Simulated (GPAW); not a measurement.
# CdO (Monteponite) (Fm-3m) in GPAW: single point with PBE

Aim: the single point of CdO (Monteponite) with PBE.

Everything below comes from runs of GPAW 26.7.0. Logs are shortened: lines on timing, memory, paths and dates and some standing lists are left out, and cuts for length are marked. The log counts tension as positive stress, the text compression.

**1. Starting point**

The structure is cubic, space group Fm-3m (No. 225). Conventional cell: a = 4.699 Å, b = 4.699 Å, c = 4.699 Å, α = 90.00°, β = 90.00°, γ = 90.00°. Cd (site symmetry m-3m) is surrounded by 6 O at 2.35 Å. Around O (site symmetry m-3m) lie 6 Cd at 2.35 Å.

**2. Single point, PBE**

run.py reads:

```python
from ase import Atoms
from ase.dft.bandgap import bandgap
from ase.io import write
from ase.units import GPa
from gpaw import GPAW, PW

atoms = Atoms(['Cd', 'O'],
              cell=[[0.0, 2.3495, 2.3495],
                    [2.3495, 0.0, 2.3495],
                    [2.3495, 2.3495, 0.0]],
              scaled_positions=[[0.0, 0.0, 0.0],
                                [0.5, 0.5, 0.5]],
              pbc=True)

calc = GPAW(mode=PW(600),
            xc='PBE',
            kpts={'size': (8, 8, 8), 'gamma': True},
            occupations={'name': 'fermi-dirac', 'width': 0.05},
            nbands=18,
            convergence={'density': 1e-05, 'energy': 1e-05},
            maxiter=80,
            txt='gpaw.txt')
atoms.calc = calc
energy = atoms.get_potential_energy()
forces = atoms.get_forces()
stress = atoms.get_stress()
calc.write('gs.gpw')
write('result.traj', atoms)
print(f'Energy: {energy:.6f} eV')
print('Forces (eV/A):')
print(forces.round(4))
print('Stress (GPa):', (stress / GPa).round(3))
print('Fermi level:', round(calc.get_fermi_level(), 4), 'eV')
print(f'Gap: {bandgap(calc)[0]:.4f} eV, direct: {bandgap(calc, direct=True)[0]:.4f} eV')
```

Potentials or basis: GPAW PAW data sets (gpaw-data 1.2.1), pw.

The run is started by

```console
$ OMP_NUM_THREADS=1 python run.py
```

gpaw.txt:

```text
__  _  _
 | _ |_)|_||  |
 |__||  | ||/\| - 26.7.0

Input parameters:
  mode=PW(ecut=600.0),
  convergence={'density': 1e-05, 'energy': 1e-05},
  kpts=MonkhorstPack(size=(8, 8, 8), gamma=True),
  maxiter=80,
  nbands=18,
  occupations=Occupations(name='fermi-dirac', width=0.05),
  xc=XC(name='PBE')

Diagonalizing LCAO Hamiltonian
Converting LCAO to pw mode

               O

       Cd

Atoms  # Å, Bohr magnetons
|   | symbol |        x |        y |        z |    initial magnetic moments |
|---|--------|----------|----------|----------|-----------------------------|
| 0 |     Cd | 0.000000 | 0.000000 | 0.000000 | ( 0.0000,  0.0000,  0.0000) |
| 1 |      O | 2.349500 | 2.349500 | 2.349500 | ( 0.0000,  0.0000,  0.0000) |

Unit cell  # Å
| periodic |        x |        y |        z |  lengths |    angles |
|----------|----------|----------|----------|----------|-----------|
|      yes | 0.000000 | 2.349500 | 2.349500 | 3.322695 | 60.000000 |
|      yes | 2.349500 | 0.000000 | 2.349500 | 3.322695 | 60.000000 |
|      yes | 2.349500 | 2.349500 | 0.000000 | 3.322695 | 60.000000 |

Number of symmetries: 48
Symmetry operations  # r_c * U_cc + t_c -> r_c
|    | kind |            matrix            |
|----|------|------------------------------|
|  0 |  σ   |  1, 0, 0,  1, 0,-1,  1,-1, 0 |
|  1 |  C2  |  1, 0, 0,  1,-1, 0,  1, 0,-1 |
|  2 |  E   |  1, 0, 0,  0, 1, 0,  0, 0, 1 |
|  3 |  σ   |  1, 0, 0,  0, 0, 1,  0, 1, 0 |
|  4 |  C4  |  1, 0,-1,  1, 0, 0,  1,-1, 0 |
|  5 |  S6  |  1, 0,-1,  1,-1, 0,  1, 0, 0 |
|  6 |  σ   |  1, 0,-1,  0, 1,-1,  0, 0,-1 |
|  7 |  C3  |  1, 0,-1,  0, 0,-1,  0, 1,-1 |
|  8 |  S6  |  1,-1, 0,  1, 0, 0,  1, 0,-1 |
|  9 |  C4  |  1,-1, 0,  1, 0,-1,  1, 0, 0 |
| 10 |  C3  |  1,-1, 0,  0,-1, 1,  0,-1, 0 |
| 11 |  σ   |  1,-1, 0,  0,-1, 0,  0,-1, 1 |
| 12 |  σ   |  0, 1, 0,  1, 0, 0,  0, 0, 1 |
| 13 |  C4  |  0, 1, 0,  0, 1,-1, -1, 1, 0 |
| 14 |  C3  |  0, 1, 0,  0, 0, 1,  1, 0, 0 |
| 15 |  S6  |  0, 1, 0, -1, 1, 0,  0, 1,-1 |
| 16 |  C2  |  0, 1,-1,  1, 0,-1,  0, 0,-1 |
| 17 |  σ   |  0, 1,-1,  0, 1, 0, -1, 1, 0 |
| 18 |  S4  |  0, 1,-1,  0, 0,-1,  1, 0,-1 |
| 19 |  C4  |  0, 1,-1, -1, 1, 0,  0, 1, 0 |
| 20 |  C3  |  0, 0, 1,  1, 0, 0,  0, 1, 0 |
| 21 |  σ   |  0, 0, 1,  0, 1, 0,  1, 0, 0 |
| 22 |  S6  |  0, 0, 1,  0,-1, 1, -1, 0, 1 |
| 23 |  C4  |  0, 0, 1, -1, 0, 1,  0,-1, 1 |
| 24 |  S4  |  0, 0,-1,  1, 0,-1,  0, 1,-1 |
| 25 |  C3  |  0, 0,-1,  0, 1,-1,  1, 0,-1 |
| 26 |  C2  |  0, 0,-1,  0,-1, 0, -1, 0, 0 |
| 27 |  S6  |  0, 0,-1, -1, 0, 0,  0,-1, 0 |
| 28 |  S4  |  0,-1, 1,  1,-1, 0,  0,-1, 0 |
| 29 |  C4  |  0,-1, 1,  0, 0, 1, -1, 0, 1 |
| 30 |  C2  |  0,-1, 1,  0,-1, 0,  1,-1, 0 |
| 31 |  σ   |  0,-1, 1, -1, 0, 1,  0, 0, 1 |
| 32 |  C3  |  0,-1, 0,  1,-1, 0,  0,-1, 1 |
| 33 |  S6  |  0,-1, 0,  0, 0,-1, -1, 0, 0 |
| 34 |  S4  |  0,-1, 0,  0,-1, 1,  1,-1, 0 |
| 35 |  C2  |  0,-1, 0, -1, 0, 0,  0, 0,-1 |
| 36 |  C2  | -1, 1, 0,  0, 1, 0,  0, 1,-1 |
| 37 |  S6  | -1, 1, 0,  0, 1,-1,  0, 1, 0 |
| 38 |  S4  | -1, 1, 0, -1, 0, 1, -1, 0, 0 |
| 39 |  C3  | -1, 1, 0, -1, 0, 0, -1, 0, 1 |
| 40 |  S6  | -1, 0, 1,  0, 0, 1,  0,-1, 1 |
| 41 |  C2  | -1, 0, 1,  0,-1, 1,  0, 0, 1 |
| 42 |  C3  | -1, 0, 1, -1, 1, 0, -1, 0, 0 |
| 43 |  S4  | -1, 0, 1, -1, 0, 0, -1, 1, 0 |
| 44 |  C2  | -1, 0, 0,  0, 0,-1,  0,-1, 0 |
| 45 |  i   | -1, 0, 0,  0,-1, 0,  0, 0,-1 |
| 46 |  σ   | -1, 0, 0, -1, 1, 0, -1, 0, 1 |
| 47 |  C2  | -1, 0, 0, -1, 0, 1, -1, 1, 0 |

BZ-sampling:
  Number of BZ points: 512
  Number of IBZ points: 29

  Monkhorst-Pack size: [8, 8, 8]
  Monkhorst-Pack shift: [0.0625, 0.0625, 0.0625]

K-points  # in reciprocal-cell coordinates
|     |                                coordinates |     weight |
|-----|--------------------------------------------|------------|
|   0 | (  0.00000000,   0.00000000,   0.00000000) | 0.00195312 |
|   1 | (  0.12500000,   0.12500000,   0.00000000) | 0.01171875 |
|   2 | (  0.12500000,   0.12500000,   0.12500000) | 0.01562500 |
|   3 | (  0.25000000,   0.12500000,   0.12500000) | 0.02343750 |
|   4 | (  0.25000000,   0.25000000,   0.00000000) | 0.01171875 |
|   5 | (  0.25000000,   0.25000000,   0.12500000) | 0.04687500 |
|   6 | (  0.25000000,   0.25000000,   0.25000000) | 0.01562500 |
|   7 | (  0.37500000,   0.25000000,  -0.37500000) | 0.04687500 |
|   8 | (  0.37500000,   0.25000000,   0.12500000) | 0.04687500 |
|   9 | (  0.37500000,   0.25000000,   0.25000000) | 0.04687500 |
| ... |                                            |            |
|  28 | (  0.50000000,   0.50000000,   0.50000000) | 0.00781250 |

Plane wave coefficients: 893
Cutoff: 600.0 eV

Spin-components: 1 (collinear spins)
Bands:           18
Projectors:      11
Spin-degeneracy: 2
Datatype:        complex128

Density:
  Valence electrons: 18.0
  Components: 1
  Grid points: [20 20 20]
  Charge: 0.0  # |e|

Potential:
  Grid points: [20 20 20]

species:
  Cd:
    name:    Cadmium
    Z:       48.0
    valence: 12
    core:    36
    charge:  0.0  # [|e|]
    compensation charges:
      type: gauss
      rc: 0.38  # [Å]
      lmax: 2
    cutoffs:
      filter: 2.12  # [Å]
      core: 2.62  # [Å]
    projectors
    | kind |    occ | energy [eV] | rcut [Å] |
    |------|--------|-------------|----------|
    |   5s |  2.000 |      -5.655 |    1.191 |
    |   5p |  0.000 |      -1.186 |    1.228 |
    |   4d | 10.000 |     -11.739 |    1.164 |
    |    s |        |      21.556 |    1.191 |
    |    p |        |      26.026 |    1.228 |
    |    d |        |      15.473 |    1.164 |

    Using partial waves for Cd as LCAO basis

  O:
    name:    Oxygen
    Z:       8.0
    valence: 6
    core:    2
    charge:  0.0  # [|e|]
    compensation charges:
      type: gauss
      rc: 0.21  # [Å]
      lmax: 2
    cutoffs:
      filter: 1.17  # [Å]
      core: 0.83  # [Å]
    projectors
    | kind |    occ | energy [eV] | rcut [Å] |
    |------|--------|-------------|----------|
    |   2s |  2.000 |     -23.961 |    0.688 |
    |   2p |  4.000 |      -9.029 |    0.598 |
    |    s |        |       3.251 |    0.688 |
    |    p |        |      18.182 |    0.598 |
    |    d |        |       0.000 |    0.619 |

    Using partial waves for O as LCAO basis

Reference energy: -154213.970638  # eV

eigensolver:
  PPCG
  Converge bands: occupied
  niter=2

density mixing:
  MSR1-Mixer
  Pratt-step length: 0.05
  Maximum mixing coefficient: 0.75
  Old densities: 10
  SVD Regularization: 0.005
  Good broyden scale: 1.0
  Trust region scale: 1.0
  Backstep threshold: 4.0
  History deletion threshold: 6.0
  Fourier metric: weight=20.0, sigma=0.015

occupation numbers:
  Fermi-Dirac:
    width: 0.0500  # eV

poisson solver:
  ecut: 4800.0  # eV

xc functional:
  name: PBE with 2 nearest neighbor stencil

convergence criteria:
- Maximum integral of absolute [dens]ity change: 1e-05 electrons / valence electron
- Maximum [total energy] change in last 3 cyles: 1e-05 eV / valence electron
- Maximum integral of absolute [eigenst]ate change: 4e-08 eV^2 / valence electron
maximum number of iterations: 80

SCF iterations
|iter     | |      energy | eigst |  dens |
|---------|-|-------------|-------|-------|
|iter:   1| |   -9.808377 | -0.61 |       |
|iter:   2| |   -9.277853 | -2.30 | -0.95 |
|iter:   3| |   -8.087247 | -1.14 | -1.01 |
|iter:   4| |   -8.072504 | -3.37 | -1.51 |
|iter:   5| |   -8.067174 | -3.51 | -1.76 |
|iter:   6| |   -8.067233 | -5.33 | -2.95 |
|iter:   7| |   -8.067248c| -6.34 | -3.33 |
|iter:   8| |   -8.067248c| -8.37c| -4.34 |
|iter:   9| |   -8.067248c| -8.11c| -4.99 |
|iter:  10| |   -8.067248c| -9.35c| -5.94c|

Converged in 10 steps
Energy contributions relative to reference atoms: (reference = -154213.970638)

Energy contributions:
  Kinetic:          28.352753
  Coulomb:         -24.904173
  Zero:              0.126441
  External:          0.000000
  Xc:              -11.641807
  Entropy:          -0.000925
  Spinorbit:         0.000000
  ----------------------------
  Free energy:      -8.067710
  Extrapolated:     -8.067248

dipole moment: (-15.258078, -15.258078, -15.258078)  # |e|*Ang

Fermi level: 6.549
Eigenvalues  # (at kpt = [0.000, 0.000, 0.000])
| band index |      eig [eV] | occ [0-2] |
|------------|---------------|-----------|
|          0 |       -10.969 |     2.000 |
|        ... |               |           |
|          2 |        -0.243 |     2.000 |
|          3 |        -0.243 |     2.000 |
|          4 |         0.055 |     2.000 |
|          5 |         0.055 |     2.000 |
|          6 |         5.002 |     2.000 |
|          7 |         5.002 |     2.000 |
|          8 |         5.002 |     2.000 |
|          9 |         5.975 |     2.000 |
|         10 |        20.997 |     0.000 |
|         11 |        23.416 |     0.000 |
|         12 |        23.416 |     0.000 |
|         13 |        23.416 |     0.000 |
|         14 |        24.533 |     0.000 |
|         15 |        24.533 |     0.000 |
|         16 |        24.533 |     0.000 |
|         17 |        29.627 |     0.000 |

No gap
No difference between direct/indirect transitions

Forces  # eV/Ang
|       x |        y |       z |
|---------|----------|---------|
| 0.00000 | -0.00000 | 0.00000 |  # Cd   0
| 0.00000 |  0.00000 | 0.00000 |  # O    1

Stress tensor  # eV/Ang^3
|         x |         y |         z |
|-----------|-----------|-----------|
| -0.013253 | -0.000000 |  0.000000 |
| -0.000000 | -0.013253 |  0.000000 |
|  0.000000 |  0.000000 | -0.013253 |

# Writing to gs.gpw (mode='')
```

It took 9.9 s on 1 thread of Intel Xeon at 2.80GHz (Skylake/Cascade Lake), shared host; peak memory 0.14 GiB.

What came out:

```
Free energy            : -8.0677 eV
Pressure               : 2.1 GPa
Band gap on the k mesh : none (metal or under the smearing width)
```

Caveat: the cutoff is short for stress and forces, so pressures can be off by a GPa or more; this crystal is a semiconductor, whose small gap the functional closes, so the metal is an error of the method.
